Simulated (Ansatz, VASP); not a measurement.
**One calculation of S, two programs**

```xyz
4
Lattice="4.0214 0.0000 0.0000 -2.0107 3.4826 0.0000 0.0000 0.0000 6.4321" Properties=species:S:1:pos:R:3 pbc="T T T"
S     0.0000    0.0000    1.6080
S     0.0000    0.0000    4.8241
S     0.0000    2.3217    4.8241
S     2.0107    1.1609    1.6080
```

Alike in both runs: task relaxation of cell and atoms; functional r2SCAN; k mesh 6 × 6 × 4; occupations gaussian, width 0.1 eV; no spin polarisation.

|  | VASP | Ansatz |
| --- | --- | --- |
| version | VASP 6.6.1 | Ansatz 0.2.0 |
| potentials or method | VASP PAW PBE potentials, release 64 (S) | scalar-relativistic, plane waves, PAW |
| plane-wave cutoff (eV) | 600 | 500 |
| valence electrons in the cell | 24 | 24 |

VASP gave:

```
gap on the k mesh at the Fermi level, each at its own relaxed structure (eV) : none
relaxed volume (Å³/atom)                                                     : 23.37
relaxed cell length with the largest relative difference (Å)                 : 6.706
energy change over the relaxation (meV/atom)                                 : -4
```

**Question.** What did Ansatz give for the same quantities?

**Answer.** gap on the k mesh at the Fermi level, each at its own relaxed structure (eV): none; relaxed volume (Å³/atom): 23.25; relaxed cell length with the largest relative difference (Å): 6.656; energy change over the relaxation (meV/atom): -4.

A gap of «none» marks a metal or a gap that the smearing closes.

Caveats: the PAW data sets were made with another functional, which shifts forces and pressure a little (VASP).
